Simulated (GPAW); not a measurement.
TiSe:

```xyz
4
Lattice="4.1784 0.0000 0.0000 0.0000 4.1784 0.0000 0.0000 0.0000 5.9844" Properties=species:S:1:pos:R:3 pbc="T T T"
Se    0.0000    2.0892    4.5515
Se    2.0892    0.0000    1.4329
Ti    0.0000    0.0000    0.0000
Ti    2.0892    2.0892    0.0000
```

The cell comes from a database or a generator and needn't be the stable form of this composition.

- Program: GPAW 26.7.0
- Task: relaxation of cell and atoms
- Functional: PBEsol
- Dispersion: D3(BJ)
- Potentials or basis: PAW data sets generated in the run's folder for this functional
- Cutoff: 600 eV
- Basis: pw
- k mesh: 5 × 5 × 4
- Occupations: fermi-dirac, width 0.05 eV
- Spin: no spin polarisation

At the start: pressure -5.1 GPa; volume 26.12 Å³/atom.

Question: Where does the relaxation end?

Answer: Over 13 steps the energy falls by 101.3 meV/atom and the volume is 19.52 Å³/atom (-25.3 %); space group P4/nmm (No. 129, to 0.05 Å).

Step by step:
```csv
step,energy change (eV),largest force (eV/Å),pressure (GPa),volume (Å³)
1,0.0000,0.2847,-5.09,104.48
2,-0.0280,0.1493,-4.41,103.55
3,-0.0916,0.5820,-0.47,98.67
4,-0.1000,0.5538,-0.54,98.37
5,-0.2300,0.0240,-0.05,87.96
6,-0.2323,0.0721,0.08,86.35
7,-0.2390,0.1536,0.01,85.19
8,-0.2730,0.3030,-0.03,81.47
9,-0.3175,0.4275,0.12,78.15
10,-0.3566,0.5179,-0.50,77.33
11,-0.3969,0.3025,-1.57,79.14
12,-0.4051,0.0825,-0.40,78.32
13,-0.4051,0.0059,-0.01,78.10
```

Final structure:
```
Se Ti
1.0
     4.08493    0.00000    0.00000
     0.00000    4.08493    0.00000
     0.00000    0.00000    4.68027
Se Ti
2 2
Direct
  0.00000 0.50000 0.69308
  0.50000 0.00000 0.30692
  0.00000 0.00000 0.00000
  0.50000 0.50000 0.00000
```

Caveat: later steps reuse the first step's grids; the volume moved by over 15 % at a fixed basis, so the end points are rough.
